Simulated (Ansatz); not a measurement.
What strain does to KBr (wurtzite)

Wurtzite KBr (it has left that coordination), relaxed with r2SCAN in the PAW code Ansatz. Space group P6_3/mmc (No. 194), hexagonal; a = 5.619 Å, c = 6.554 Å in the conventional setting, 44.79 Å³ an atom. Around K lie 5 Br at 3.24–3.28 Å; around Br lie 5 K at 3.24–3.28 Å. The cell started from the wurtzite prototype, but the relaxation took it to the higher symmetry P6_3/mmc (No. 194), so the name no longer describes it.

The axes x, y and z are those of this cell:
```
CELL_PARAMETERS angstrom
5.61858 0.00000 0.00000
-2.80929 4.86583 0.00000
0.00000 0.00000 6.55383
ATOMIC_POSITIONS crystal
K 0.33333 0.66667 0.93750
K 0.66667 0.33333 0.43750
Br 0.33333 0.66667 0.43750
Br 0.66667 0.33333 0.93750
```

Unstrained: The PBE gap is direct at Γ: 4.189 eV. With r2SCAN the gap is 4.764 eV and direct, at Γ. With HSE06 the gap is 5.298 eV and direct, at Γ. Meshes: PBE 6×6×4, r2SCAN 6×6×4, HSE06 6×6×4. Strains are changes of length per length. After each strain the atoms were relaxed again with r2SCAN within the symmetry that the strain leaves, so tilts or polar shifts that break it weren't tested; points keep the names that they have in the unstrained zone. The calculation is spin-unpolarised, and the structure need not be a phase that has been made.

Changes of the least gap in eV (an overlap counts as a negative gap):

| strain | volume change (%) | space group | PBE | r2SCAN | HSE06 | energy rise, r2SCAN (meV/atom) |
| --- | --- | --- | --- | --- | --- | --- |
| uniaxial -2.47 % along z | -2.5 | P6_3/mmc | +0.031 | +0.024 | +0.035 | 3.4 |
| isotropic -1.33 % on every length | -3.9 | P6_3/mmc | +0.059 | +0.049 | +0.064 | 3.0 |

Uniaxial -2.47 % along z, other directions held. HSE06: the gap goes from 5.298 to 5.333 eV (+0.035 eV). Stress change with r2SCAN, compression positive: xx +0.10, yy +0.10, zz +1.00 GPa.

Isotropic -1.33 % on every length. HSE06: the gap goes from 5.298 to 5.362 eV (+0.064 eV). Stress change with r2SCAN, compression positive: xx +0.49, yy +0.49, zz +0.61 GPa. For HSE06, dE_g/d ln V = -1.6 eV over this step.

Spin-orbit coupling is left out.

The meshes of the hybrids are coarse, so their gaps aren't converged to the digits shown.
